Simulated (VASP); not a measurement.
# BPH₆: harmonic vibrations of a molecule

BPH₆, molecule in box, 8 atoms in the cell. PBE, harmonic vibrations; PAW potentials B, P, H (PBE set).

## Input

INCAR.step1:
```
SYSTEM = BPH6
PREC     = Accurate       ! precision mode
ENCUT    = 350            ! plane-wave cutoff, eV
EDIFF    = 1E-8           ! SCF threshold, eV
ISMEAR   = 0              ! smearing method
SIGMA    = 0.01           ! smearing width, eV
ISYM     = 0            
LREAL    = .False.        ! projectors in reciprocal space
LASPH    = .True.         ! aspherical terms in the spheres
NELM     = 100            ! most SCF steps
ALGO     = Normal         ! electronic algorithm
LWAVE    = .False.        ! write WAVECAR
LCHARG   = .False.        ! write CHGCAR
IBRION   = 2              ! ionic algorithm
NSW      = 60             ! ionic steps
ISIF     = 2              ! what is computed and relaxed
EDIFFG   = -0.002         ! ionic threshold
POTIM    = 0.5            ! step
```

INCAR.step2, as INCAR.step1 but for:
```
- IBRION = 2
- NSW = 60
- ISIF = 2
- EDIFFG = -0.002
- POTIM = 0.5
+ IBRION = 5
+ NFREE = 2
+ POTIM = 0.015
+ NSW = 1
```

KPOINTS:
```
k-points
0
Gamma
  1 1 1
```

POSCAR.step1:
```
BPH6
1.0
   13.0000000000      0.0000000000      0.0000000000
    0.0000000000     12.0000000000      0.0000000000
    0.0000000000      0.0000000000     13.0000000000
B P H
1 1 6
Direct
    0.4532346200      0.5244750000      0.4288153800
    0.5293884600      0.4904083300      0.5504846200
    0.3657500000      0.5341333300      0.4591153800
    0.4677192300      0.4446916700      0.3738923100
    0.4917423100      0.6100583300      0.3983615400
    0.5282269200      0.5685166700      0.6313384600
    0.6362500000      0.4738500000      0.5412076900
    0.5028730800      0.3934416700      0.6054769200
```

Commands (each step's output is kept before the next begins):
```
cat potpaw_PBE.64/B/POTCAR potpaw_PBE.64/P/POTCAR potpaw_PBE.64/H/POTCAR > POTCAR
cp INCAR.step1 INCAR
cp POSCAR.step1 POSCAR
mpirun -np 4 vasp_gam > vasp.out
cp CONTCAR POSCAR
cp INCAR.step2 INCAR
mpirun -np 4 vasp_gam > vasp.out
```

## Result

- Vibrations (cm⁻¹; a negative value is imaginary): 2495, 2495, 2414, 2413, 2413, 2403, 1106, 1105, 1086, 1086, 1050, 984, 804, 803, 568, 371, 370, 241
- Zero-point energy (eV): 1.501
- Translations and rotations, which should read zero (cm⁻¹): -32, -28, -20, 3, 4, 7
- Vibrational entropy at 298 K (meV/K): 0.230
- Displaced cells: 48
- Ionic steps, all stages: 62
- Electronic steps, all stages: 1098

VASP 6.6.1 took 605 s on 4 cores (AMD EPYC 7R13 (Zen 3)), a shared host.
